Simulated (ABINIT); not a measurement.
## BN in ABINIT: convergence with boxcutmin

Input of the first run (boxcutmin 1.3); the others differ in this setting and in those tied to it:

The input run.abi:

```
# Pseudopotentials
pp_dirpath "./"
pseudos "N.upf, B.upf"

# Structure
acell 3*1.0
rprim
     4.7209893936     0.0000000000     0.0000000000
    -2.3604946968     4.0884967459     0.0000000000
     0.0000000000     0.0000000000    12.5396556452
ntypat 2
znucl 7 5
natom 4
typat 1 1 2 2
xcart
     2.3604946970     1.3628322485     3.1349139113
    -0.0000000002     2.7256644974     9.4047417339
     2.3604946970     1.3628322485     9.4047417339
    -0.0000000002     2.7256644974     3.1349139113

# Plane-wave basis
ecut 42.0

# k points
kptopt 1
ngkpt 12 12 4
nshiftk 1
shiftk 0.0 0.0 0.0

# Exchange and correlation
ixc 11

# Bands and occupations
nband 12
occopt 4
tsmear 0.00367493

# SCF cycle
nstep 100
tolvrs 1.0e-10
boxcutmin 1.3

# Output
iomode 3
prtwf 0
prtden 0
prteig 0
prtebands 0
enunit 2
```

Potentials or basis: PseudoDojo NC SR PBE v0.5 standard.

Run with:

```console
$ abinit run.abi > log 2>&1
```

Hardware: 1 thread of Arm Neoverse V1 (shared host).

```
boxcutmin  energy less the tightest run (meV/atom)  pressure (GPa)  SCF cycles  CPU time (s)  peak memory (GiB)
      1.3                                    -0.66            4.84           9            29               0.08
      1.5                                     0.00            4.75          10            41               0.09
      1.7                                     0.00            4.75          10            42               0.09
     1.85                                     0.00            4.75          10            51                0.1
        2                                     0.00            4.75          10            57                0.1
      2.3                                     0.00            4.75          10            67               0.11
      2.7                                     0.00            4.75          10            97               0.13
```

Against the tightest run, the energy stays within 1 meV/atom from 1.3 on; the pressure stays within 0.1 GPa from 1.3 on. The tightest run that finished is the yardstick and may itself not be fully converged.

Caveat, for the tightest run too: this functional lacks dispersion, which binds the layers, so the pressure and a relaxed spacing across them are unreliable.
